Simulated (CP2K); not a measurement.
# Ti under changes of volume

One of the cells (17.020 Å³/atom); the others are scaled copies at fixed shape and fractional positions:

```
Ti
1.0
     4.56737    0.00000    0.00000
    -2.28369    3.95546    0.00000
     0.00000    0.00000    2.82624
Ti
3
Direct
  0.66667 0.33333 0.50000
  0.33333 0.66667 0.50000
  0.00000 0.00000 0.00000
```

This isn't the form of Ti at room conditions, which is hcp.

| Property | Result |
| --- | --- |
| Program | CP2K 2026.2 |
| Functional | PBEsol |
| Potentials or basis | POTENTIAL_UZH Ti GTH-PBE-q12; TZVP-MOLOPT-PBE-GTH basis |
| Density cutoff | 6123 eV |
| k mesh | 7 × 7 × 9 |
| Occupations | fermi-dirac, width 0.05 eV |
| Spin | no spin polarisation |

```csv
volume (Å³/atom),energy over the lowest point (meV/atom),pressure (GPa)
15.999,?,?
16.339,0.11,1.3
16.679,0.00,-1.2
17.020,4.96,-3.4
17.360,14.47,-5.5
17.701,28.17,-7.4
18.041,45.67,-9.1
```

Question: What does the run at 15.999 Å³/atom give?

Answer: Energy over the lowest point 5.79 meV/atom; pressure 4.1 GPa.

Worked out: A Birch-Murnaghan fit of order 3 (a polynomial in V^(-2/3)) to the other rows has its minimum at 16.51 Å³/atom with B0 = V·E''(V) = 120 GPa and B' = 3.5 at fixed shape and positions, which overstates the stiffness. It gives 5.71 meV/atom at 15.999 Å³/atom, against the run's 5.79, and -dE/dV = 4.0 GPa, against 4.1.

Energies are extrapolated to zero smearing.

Caveats: the potentials were made for another functional, which shifts forces and pressure; the basis of atomic orbitals isn't converged, which shifts pressures, moduli and gaps.
